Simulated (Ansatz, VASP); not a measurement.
# C: VASP beside Ansatz

Contents of INCAR:

```
SYSTEM = C
ALGO     = Normal         ! electronic algorithm
EDIFF    = 1E-7           ! SCF threshold, eV
ENCUT    = 520            ! plane-wave cutoff, eV
GGA      = CA             ! functional
ISIF     = 2              ! what is computed and relaxed
ISMEAR   = 0              ! smearing method
LASPH    = .True.         ! aspherical terms in the spheres
LCHARG   = .False.        ! write CHGCAR
LREAL    = .False.        ! projectors in reciprocal space
LWAVE    = .False.        ! write WAVECAR
NBANDS   = 11             ! bands
NELM     = 100            ! most SCF steps
PREC     = Accurate       ! precision mode
SIGMA    = 0.05           ! smearing width, eV
```

The input KPOINTS:

```
k-points
0
Gamma
  12 12 12
  0 0 0
```

Contents of POSCAR:

```
C
1.0
    0.0000000000      1.8071730235      1.8071730235
    1.8071730235      0.0000000000      1.8071730235
    1.8071730235      1.8071730235      0.0000000000
C
2
Direct
    0.5000000000      0.5000000000      0.5000000000
    0.7500000000      0.7500000000      0.7500000000
```

Input for Ansatz:

```yaml
crystal:
  lattice:
    - [0.0, 1.8071730235, 1.8071730235]
    - [1.8071730235, 0.0, 1.8071730235]
    - [1.8071730235, 1.8071730235, 0.0]
  atoms:
    - { symbol: C, position: [0.5, 0.5, 0.5] }
    - { symbol: C, position: [0.75, 0.75, 0.75] }
basis:
  ecutwfc: 520.0
kpoints:
  mp_grid: { grid: [12, 12, 12] }
hamiltonian:
  xc: lda
  pseudopotentials: { kind: paw, azcp: { folder: soft_1 } }
scf:
  occupations: { method: gaussian, width: 0.05 }
output:
  forces: true
  stress: true
  eigenvalues: true
```

Alike in both runs: task single point; functional LDA; k mesh 12 × 12 × 12; occupations gaussian, width 0.05 eV; no spin polarisation.

|  | VASP | Ansatz |
| --- | --- | --- |
| version | VASP 6.6.1 | Ansatz 0.2.0 |
| potentials or method | VASP PAW LDA potentials, release 64 (C) | scalar-relativistic, plane waves, PAW |
| plane-wave cutoff (eV) | 520 | 520 |
| valence electrons in the cell | 8 | 8 |

VASP gave:

```
gap on the k mesh at the Fermi level (eV) : 4.03
least direct gap on the mesh (eV)         : 5.43
pressure (GPa)                            : -27.3
```

What did Ansatz give for the same quantities?

gap on the k mesh at the Fermi level (eV): 4.03; least direct gap on the mesh (eV): 5.43; pressure (GPa): -28.6.

Ansatz warned: «pseudo_functional_mismatch».

Caveats: so large a pressure means that the cell lies far from this level's equilibrium, or that cutoff or potentials fall short (VASP).
